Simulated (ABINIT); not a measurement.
# Ge (I4_1/amd) in ABINIT: notebook

One crystal, Ge, is run at these levels: LDA, PBEsol; tasks: single point.

All numbers are computed with ABINIT 10.8.3 (patched build); they aren't measurements. Logs are shortened: lines on timing, memory, paths and dates and some standing lists are left out, and cuts for length are marked. The log counts tension as positive stress, the text compression.

### Step 1. The crystal as given

Symmetry: I4_1/amd, No. 141, tetragonal system. The conventional cell has a = 5.149 Å, b = 5.149 Å, c = 2.795 Å, α = 90.00°, β = 90.00°, γ = 90.00°. Ge (site symmetry -4m2) has 6 Ge at 2.67 to 2.79 Å as nearest neighbours.

This isn't the form of Ge at room conditions, which is diamond.

### Step 2. Single point, LDA

Contents of run.abi:

```
pp_dirpath "./"
pseudos "Ge.upf"

acell 3.8998406021 3.8998406021 3.8998406021 Angstrom
rprim
    -0.6601525502     0.6601525502     0.3583255794
     0.6601525502    -0.6601525502     0.3583255794
     0.6601525502     0.6601525502    -0.3583255794
ntypat 1
znucl 32
natom 2
typat 1 1
xcart
     0.0000000000     0.0000000000     1.3974126432
     2.5744897190     0.0000000000     0.6987063216 Angstrom

ecut 35.0

kptopt 1
ngkpt 8 8 8
nshiftk 1
shiftk 0.0 0.0 0.0

ixc 7

nband 18
occopt 3
tsmear 0.05 eV

nstep 100
tolvrs 1.0e-10

iomode 3
prtwf 0
prtden 0
prteig 0
prtebands 0
```

Potentials or basis: PseudoDojo NC SR LDA v0.4.1 standard.

The run is started by

```bash
abinit run.abi > log 2>&1
```

run.abo:

```text
.Version 10.8.3 of ABINIT
 Symmetries : space group I4_1/a m d (#141); Bravais tI (body-center tetrag.)
================================================================================
 Values of the parameters that define the memory need of the present run
     intxc =       0    ionmov =       0      iscf =       7    lmnmax =       6
     lnmax =       6     mgfft =      40  mpssoang =       3    mqgrid =    3001
     natom =       2  nloc_mem =       1    nspden =       1   nspinor =       1
    nsppol =       1      nsym =      16    n1xccc =    2501    ntypat =       1
    occopt =       3   xclevel =       1
       mpw =        2492          nfft =       64000          nkpt =          59
================================================================================
================================================================================

--------------------------------------------------------------------------------
------------- Echo of variables that govern the present computation ------------
--------------------------------------------------------------------------------
 -outvars: echo values of preprocessed input variables --------
            acell      7.3696306727E+00  7.3696306727E+00  7.3696306727E+00 Bohr
              amu      7.26100000E+01
             ecut      3.50000000E+01 Hartree
                       outvar_i_n : Printing only first  50 k-points.
              ixc           7
                       outvar_i_n : Printing only first  50 k-points.
         kptrlatt        8    0    0      0    8    0      0    0    8
          kptrlen      4.22516349E+01
            natom           2
            nband          18
            ngfft          40      40      40
             nkpt          59
            nstep         100
             nsym          16
           ntypat           1
                       prtocc : prtvol=0, do not print more k-points.
           occopt           3
           prtden           0
        prtebands           0
           prteig           0
            prtwf           0
            rprim     -6.6015255020E-01  6.6015255020E-01  3.5832557940E-01
                       6.6015255020E-01 -6.6015255020E-01  3.5832557940E-01
                       6.6015255020E-01  6.6015255020E-01 -3.5832557940E-01
          spgroup         141
           tolvrs      1.00000000E-10
           tsmear      1.83746611E-03 Hartree
            typat      1  1
                       outvars : Printing only first  50 k-points.
           xangst      7.5090412414E-11  2.7767245306E-16  1.3974126432E+00
                       2.5744897189E+00 -3.3035673946E-16  6.9870632157E-01
            xcart      1.4190031414E-10  5.2472488900E-16  2.6407271806E+00
                       4.8650804827E+00 -6.2428376143E-16  1.3203635902E+00
             xred      4.9999999997E-01  4.9999999998E-01  1.4583606518E-11
                       2.4999999997E-01  7.4999999998E-01  5.0000000001E-01
            znucl       32.00000

================================================================================

 chkinp: Checking input parameters for consistency.

================================================================================
== DATASET  1 ==================================================================

--- !DatasetInfo
iteration_state: {dtset: 1, }
dimensions: {natom: 2, nkpt: 59, mband: 18, nsppol: 1, nspinor: 1, nspden: 1, mpw: 2492, }
cutoff_energies: {ecut:  35.0, pawecutdg:  -1.0, }
electrons: {nelect:   2.80000000E+01, charge:   0.00000000E+00, occopt:   3.00000000E+00, tsmear:   1.83746611E-03, }
meta: {optdriver: 0, ionmov: 0, optcell: 0, iscf: 7, paral_kgb: 0, }
...

 Exchange-correlation functional for the present dataset will be:
  LDA: Perdew-Wang 92 LSD fit to Ceperley-Alder data - ixc=7
  J.P.Perdew and Y.Wang, PRB 45, 13244 (1992)

 Real(R)+Recip(G) space primitive vectors, cartesian coordinates (Bohr,Bohr^-1):
 R(1)= -4.8650805  4.8650805  2.6407272  G(1)=  0.0000000  0.1027732  0.1893418
 R(2)=  4.8650805 -4.8650805  2.6407272  G(2)=  0.1027732  0.0000000  0.1893418
 R(3)=  4.8650805  4.8650805 -2.6407272  G(3)=  0.1027732  0.1027732  0.0000000
 Unit cell volume ucvol=  2.5001357E+02 bohr^3
 Angles (23,13,12)=  9.73769836E+01  9.73769836E+01  1.38005201E+02 degrees

 getcut: wavevector=  0.0000  0.0000  0.0000  ngfft=  40  40  40
         ecut(hartree)=     35.000   => boxcut(ratio)=   2.03889

--- Pseudopotential description ------------------------------------------------
- pspini: atom type   1  psp file is ./Ge.upf
12 -1012 2 -1 1524                            pspcod,pspxc,lmax,lloc,mmax
     nproj     2     2     2

   1.69653809E+03                                ecore*ucvol(ha*bohr**3)
--------------------------------------------------------------------------------

================================================================================

--- !BeginCycle
iteration_state: {dtset: 1, }
solver: {iscf: 7, nstep: 100, nline: 4, wfoptalg: 0, }
tolerances: {tolvrs: 1.00E-10, }
...

     iter   Etot(hartree)      deltaE(h)  residm     vres2
 ETOT  1  -177.23442056007    -1.772E+02 1.002E+00 3.442E+01
 ETOT  2  -178.44994386296    -1.216E+00 1.006E-01 2.455E+01
 ETOT  3  -178.45433841752    -4.395E-03 3.204E-03 2.878E+00
 ETOT  4  -178.45471700016    -3.786E-04 1.023E-03 6.558E-01
 ETOT  5  -178.45482900645    -1.120E-04 6.460E-04 7.849E-04
 ETOT  6  -178.45482912769    -1.212E-07 7.723E-05 1.056E-04
 ETOT  7  -178.45482914598    -1.829E-08 2.415E-04 2.972E-07
 ETOT  8  -178.45482914603    -5.144E-11 3.139E-05 1.158E-10
 ETOT  9  -178.45482914603     9.379E-13 6.686E-05 1.946E-11

 At SCF step    9       vres2   =  1.95E-11 < tolvrs=  1.00E-10 =>converged.

 Cartesian components of stress tensor (hartree/bohr^3)
  sigma(1 1)=  2.21752915E-04  sigma(3 2)=  0.00000000E+00
  sigma(2 2)=  2.21752915E-04  sigma(3 1)=  0.00000000E+00
  sigma(3 3)=  6.38139987E-05  sigma(2 1)=  0.00000000E+00

--- !ResultsGS
iteration_state: {dtset: 1, }
comment   : Summary of ground state results
lattice_vectors:
- [ -4.8650805,   4.8650805,   2.6407272, ]
- [  4.8650805,  -4.8650805,   2.6407272, ]
- [  4.8650805,   4.8650805,  -2.6407272, ]
lattice_lengths: [   7.36963,    7.36963,    7.36963, ]
lattice_angles: [ 97.377,  97.377, 138.005, ] # degrees, (23, 13, 12)
lattice_volume:   2.5001357E+02
convergence: {deltae:  9.379E-13, res2:  1.946E-11, residm:  6.686E-05, diffor: null, }
etotal    :  -1.78454829E+02
entropy   :   0.00000000E+00
fermie    :   1.98174686E-01
cartesian_stress_tensor: # hartree/bohr^3
- [  2.21752915E-04,   0.00000000E+00,   0.00000000E+00, ]
- [  0.00000000E+00,   2.21752915E-04,   0.00000000E+00, ]
- [  0.00000000E+00,   0.00000000E+00,   6.38139987E-05, ]
pressure_GPa:  -4.9753E+00
xred      :
- [  5.0000E-01,   5.0000E-01,   1.4584E-11, Ge]
- [  2.5000E-01,   7.5000E-01,   5.0000E-01, Ge]
cartesian_forces: # hartree/bohr
- [ -0.00000000E+00,  -0.00000000E+00,  -0.00000000E+00, ]
- [ -0.00000000E+00,  -0.00000000E+00,  -0.00000000E+00, ]
force_length_stats: {min:   0.00000000E+00, max:   0.00000000E+00, mean:   0.00000000E+00, }
...

 Integrated electronic density in atomic spheres:
 ------------------------------------------------
 Atom  Sphere_radius  Integrated_density
    1        2.00000         11.50906338
    2        2.00000         11.50906338
================================================================================

 ----iterations are completed or convergence reached----

 Mean square residual over all n,k,spin=   19.832E-08; max=  66.860E-06
 reduced coordinates (array xred) for    2 atoms
       0.499999999969      0.499999999984      0.000000000015
       0.249999999969      0.749999999984      0.500000000015
 rms dE/dt=  0.0000E+00; max dE/dt=  0.0000E+00; dE/dt below (all hartree)
    1       0.000000000000      0.000000000000      0.000000000000
    2       0.000000000000      0.000000000000      0.000000000000

 cartesian coordinates (angstrom) at end:
    1      0.00000000007509     0.00000000000000     1.39741264322878
    2      2.57448971892491    -0.00000000000000     0.69870632157122

 cartesian forces (hartree/bohr) at end:
    1     -0.00000000000000    -0.00000000000000    -0.00000000000000
    2     -0.00000000000000    -0.00000000000000    -0.00000000000000
 frms,max,avg= 0.0000000E+00 0.0000000E+00   0.000E+00  0.000E+00  0.000E+00 h/b

 cartesian forces (eV/Angstrom) at end:
    1     -0.00000000000000    -0.00000000000000    -0.00000000000000
    2     -0.00000000000000    -0.00000000000000    -0.00000000000000
 frms,max,avg= 0.0000000E+00 0.0000000E+00   0.000E+00  0.000E+00  0.000E+00 e/A
 length scales=  7.369630672664  7.369630672664  7.369630672664 bohr
              =  3.899840602100  3.899840602100  3.899840602100 angstroms
 Fermi (or HOMO) energy (hartree) =   0.19817   Average Vxc (hartree)=  -0.43256
 Eigenvalues (hartree) for nkpt=  59  k points:
 kpt#   1, nband= 18, wtk=  0.00195, kpt=  0.0000  0.0000  0.0000 (reduced coord)
  -0.71291   -0.71080   -0.71016   -0.70960   -0.70588   -0.70588   -0.70566   -0.70566
  -0.70377   -0.70126   -0.28927    0.04621    0.11473    0.11473    0.32398    0.47636
   0.47636    0.49635
      occupation numbers for kpt#   1
   2.00000    2.00000    2.00000    2.00000    2.00000    2.00000    2.00000    2.00000
   2.00000    2.00000    2.00000    2.00000    2.00000    2.00000    0.00000    0.00000
   0.00000    0.00000
 prteigrs : prtvol=0 or 1, do not print more k-points.

--- !EnergyTerms
iteration_state     : {dtset: 1, }
comment             : Components of total free energy in Hartree
kinetic             :  1.33855529901161E+02
hartree             :  4.50987551062724E+01
xc                  : -4.29248691799470E+01
Ewald energy        : -1.12041434476547E+02
psp_core            :  6.78578398484390E+00
local_psp           : -1.16632176256368E+02
non_local_psp       : -9.25961382426170E+01
internal            : -1.78454549163202E+02
'-kT*entropy'       : -2.79982828806793E-04
total_energy        : -1.78454829146031E+02
total_energy_eV     : -4.85600328335319E+03
band_energy         : -1.41345683658494E+01
...

 Cartesian components of stress tensor (hartree/bohr^3)
  sigma(1 1)=  2.21752915E-04  sigma(3 2)=  0.00000000E+00
  sigma(2 2)=  2.21752915E-04  sigma(3 1)=  0.00000000E+00
  sigma(3 3)=  6.38139987E-05  sigma(2 1)=  0.00000000E+00

-Cartesian components of stress tensor (GPa)         [Pressure= -4.9753E+00 GPa]
- sigma(1 1)=  6.52419602E+00  sigma(3 2)=  0.00000000E+00
- sigma(2 2)=  6.52419602E+00  sigma(3 1)=  0.00000000E+00
- sigma(3 3)=  1.87747266E+00  sigma(2 1)=  0.00000000E+00

== END DATASET(S) ==============================================================
================================================================================

 -outvars: echo values of variables after computation  --------
            acell      7.3696306727E+00  7.3696306727E+00  7.3696306727E+00 Bohr
           etotal     -1.7845482915E+02
            fcart     -0.0000000000E+00 -0.0000000000E+00 -0.0000000000E+00
                      -0.0000000000E+00 -0.0000000000E+00 -0.0000000000E+00
            rprim     -6.6015255020E-01  6.6015255020E-01  3.5832557940E-01
                       6.6015255020E-01 -6.6015255020E-01  3.5832557940E-01
                       6.6015255020E-01  6.6015255020E-01 -3.5832557940E-01
           strten      2.2175291533E-04  2.2175291533E-04  6.3813998745E-05
                       0.0000000000E+00  0.0000000000E+00  0.0000000000E+00
           xangst      7.5090412414E-11  2.7767245306E-16  1.3974126432E+00
                       2.5744897189E+00 -3.3035673946E-16  6.9870632157E-01
             xred      4.9999999997E-01  4.9999999998E-01  1.4583606518E-11
                       2.4999999997E-01  7.4999999998E-01  5.0000000001E-01
 Calculation completed.
```

Wall time 71 s (1 thread of Intel Xeon Platinum 8488C (Sapphire Rapids), shared host); peak memory 0.1 GiB.

What came out:

```yaml
Free_energy: -4856.0033 eV
Band_gap_on_the_k_mesh: none (metal or under the smearing width)
Valence_electrons_inside_the_program's_atomic_spheres: Ge 11.51 (radii [1.0584] Å)
```

Caveat: the cutoff is too short for stress, so the log's stress isn't used.

### Step 3. Single point, LDA

Contents of run.abi:

```
# Pseudopotentials
pp_dirpath "./"
pseudos "Ge.upf"

# Structure
acell 3.8998406021 3.8998406021 3.8998406021 Angstrom
rprim
    -0.6601525502     0.6601525502     0.3583255794
     0.6601525502    -0.6601525502     0.3583255794
     0.6601525502     0.6601525502    -0.3583255794
ntypat 1
znucl 32
natom 2
typat 1 1
xred
     0.5000000000     0.5000000000     0.0000000000
     0.2500000000     0.7500000000     0.5000000000

# Plane-wave basis
ecut 35.0

# k points
kptopt 1
ngkpt 8 8 8
nshiftk 1
shiftk 0.0 0.0 0.0

# Exchange and correlation
ixc 7

# Bands and occupations
nband 18
occopt 3
tsmear 0.00183747

# SCF cycle
nstep 100
tolvrs 1.0e-10

# Output
iomode 3
prtwf 0
prtden 0
prteig 0
prtebands 0
enunit 1
```

Potentials or basis: PseudoDojo NC SR LDA v0.4.1 standard.

The run is started by

```bash
mpirun --bind-to none -np 4 abinit run.abi > log 2>&1
```

It took 19 s on 4 MPI ranks of AMD EPYC 7R43 (Zen 3), shared host; peak memory 0.28 GiB.

The run converged. Its results:

```yaml
Free_energy: -4856.0033 eV
Band_gap_on_the_k_mesh: none (metal or under the smearing width)
Valence_electrons_inside_the_program's_atomic_spheres: Ge 11.51 (radii [1.0584] Å)
```

Levels at points of the mesh, in eV from the Fermi level:
```csv
k point,band 11,band 12,band 13,band 14,band 15,band 16,band 17,band 18
"(0.00, 0.00, 0.00)",-13.26,-4.14,-2.27,-2.27,3.42,7.57,7.57,8.11
"(0.50, 0.00, 0.00)",-8.05,-6.34,-2.64,-1.94,-1.28,2.60,3.57,5.52
"(0.50, 0.50, 0.00)",-10.53,-10.53,0.67,0.67,1.94,1.94,7.53,7.53
"(0.50, 0.50, 0.50)",-8.88,-8.88,-5.82,-5.82,6.19,6.19,10.91,10.91
```

Caveat: the cutoff is too short for stress, so the log's stress isn't used.

(Continued in part 2 of 2.)
